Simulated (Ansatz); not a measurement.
Y:

```
Y
1.0
     0.00000    2.55199    2.55199
     2.55199    0.00000    2.55199
     2.55199    2.55199    0.00000
Y
1
Direct
  0.00000 0.00000 0.00000
```

This isn't the form of Y at room conditions, which is hcp.

```yaml
Program: Ansatz 0.2.0
Task: relaxation of cell and atoms
Functional: PBEsol
Dispersion: D3(BJ)
Potentials_or_basis: Ansatz PAW
Cutoff: "420 eV (not typed: the program's choice for these potentials)"
k_mesh: 9 × 9 × 9
Occupations: fermi-dirac, width 0.15 eV
Spin: no spin polarisation
Hubbard_terms: Y d U = 5 eV
```

At the start: volume 33.24 Å³/atom.

Problem. Where does the relaxation end?

Solution. It ends after 5 steps and the volume is 39.10 Å³/atom (+17.6 %); space group Fm-3m (No. 225, to 0.05 Å).

Step by step:
```tsv
step	energy change (eV)	largest force (eV/Å)	volume (Å³)
1	0.0000	0.0000	33.24
2	-0.0673	0.0000	37.02
3	-0.0750	0.0000	38.71
4	-0.0753	0.0000	39.10
5	-0.0753	0.0000	39.10
```

Final structure:
```cif
data_structure
_symmetry_space_group_name_H-M 'P 1'
_symmetry_Int_Tables_number 1
_cell_length_a 3.8097
_cell_length_b 3.8097
_cell_length_c 3.8097
_cell_angle_alpha 60.000
_cell_angle_beta 60.000
_cell_angle_gamma 60.000
_cell_volume 39.10
loop_
_atom_site_label
_atom_site_type_symbol
_atom_site_fract_x
_atom_site_fract_y
_atom_site_fract_z
_atom_site_occupancy
Y1 Y 0.00000 0.00000 0.00000 1
```

Caveat: the volume moved by over 15 % at a fixed basis, so the end points are rough; the plane-wave basis is chosen anew once the cell has moved, so the energies of steps on either side of that aren't comparable; U without spin polarisation on a metal has little footing; pairwise dispersion overbinds metals, which lowers pressure and volume; the PAW data sets come from PBE, with cores solved anew for the run's functional, which leaves a small shift of forces and pressure; the U is typed as a test and isn't derived for this compound.
